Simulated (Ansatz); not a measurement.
## Strain response of TiSi₂

The calculation used Ansatz, DFT PBEsol, scalar-relativistic, plane waves, PAW. Run with 420 eV cutoff, 10×4×10 k-mesh, Gaussian smearing of 0.10 eV, no spin polarisation.

Starting point, cell and atoms relaxed:

```xyz
12
Lattice="3.5170 0.0000 0.0000 0.0000 13.3482 0.0000 0.0000 0.0000 3.5556" Properties=species:S:1:pos:R:3 pbc="T T T"
Ti    1.7585    8.0421    2.6667
Ti    0.0000   11.9803    0.8889
Ti    0.0000    1.3680    2.6667
Ti    1.7585    5.3062    0.8889
Si    1.7585   12.5475    2.6667
Si    0.0000    7.4748    0.8889
Si    0.0000   10.0149    2.6667
Si    1.7585   10.0074    0.8889
Si    0.0000    5.8734    2.6667
Si    1.7585    0.8007    0.8889
Si    1.7585    3.3408    2.6667
Si    0.0000    3.3333    0.8889
```

Deformation: biaxial strain in the a-b plane, with the length and tilt of c and the atoms relaxed, all within the symmetry that the strain leaves. Energies are extrapolated to zero smearing. Stress is positive in compression, on the Cartesian axes of the cell above.

Strains computed: -6.0, -4.0, -2.0, +2.0, +4.0, +6.0 %.

**Question.** At which strain does the energy stand 42.0 meV/atom over the relaxed crystal with σxx = 13.25, σyy = 12.33, σzz = 0.00 GPa?

**Answer.** -4.0 %.

This form isn't the usual stable structure of the compound.